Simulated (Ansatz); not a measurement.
Crystal: TiSe.

```
Se Ti
1.0
     4.17836    0.00000    0.00000
     0.00000    4.17836    0.00000
     0.00000    0.00000    5.98442
Se Ti
2 2
Direct
  0.00000 0.50000 0.76056
  0.50000 0.00000 0.23944
  0.00000 0.00000 0.00000
  0.50000 0.50000 0.00000
```

The cell comes from a database or a generator and needn't be the stable form of this composition.

```yaml
Program: Ansatz 0.2.0
Task: relaxation of cell and atoms
Functional: r2SCAN
Potentials_or_basis: Ansatz PAW
Cutoff: "500 eV (not typed: the program's choice for these potentials)"
k_mesh: 7 × 7 × 5
Occupations: fermi-dirac, width 0.05 eV
Spin: no spin polarisation
Hubbard_terms: Ti d U = 4 eV
```

At the start: volume 26.12 Å³/atom.

Problem. How do energy, volume and symmetry change on relaxing?

Solution. It ends after 8 steps and the volume is 27.16 Å³/atom (+4.0 %); space group P4/nmm (No. 129, to 0.05 Å).

Step by step:
```csv
step,energy change (eV),largest force (eV/Å),volume (Å³)
1,0.0000,0.8911,104.48
2,-0.1024,0.0148,105.45
3,-0.1114,0.0450,107.87
4,-0.1141,0.0181,108.97
5,-0.1144,0.0033,109.19
6,-0.1148,0.0150,108.31
7,-0.1148,0.0045,108.62
8,-0.1156,0.0044,108.62
```

Final structure:
```
CELL_PARAMETERS angstrom
4.30992 0.00000 0.00000
0.00000 4.30992 0.00000
0.00000 0.00000 5.84757
ATOMIC_POSITIONS crystal
Se 0.00000 0.50000 0.74389
Se 0.50000 0.00000 0.25611
Ti 0.00000 0.00000 0.00000
Ti 0.50000 0.50000 0.00000
```

Caveat: the plane-wave basis is chosen anew once the cell has moved, so the energies of steps on either side of that aren't comparable; U without spin polarisation on a metal has little footing; the PAW data sets come from PBE, with cores solved anew for the run's functional, which leaves a small shift of forces and pressure.
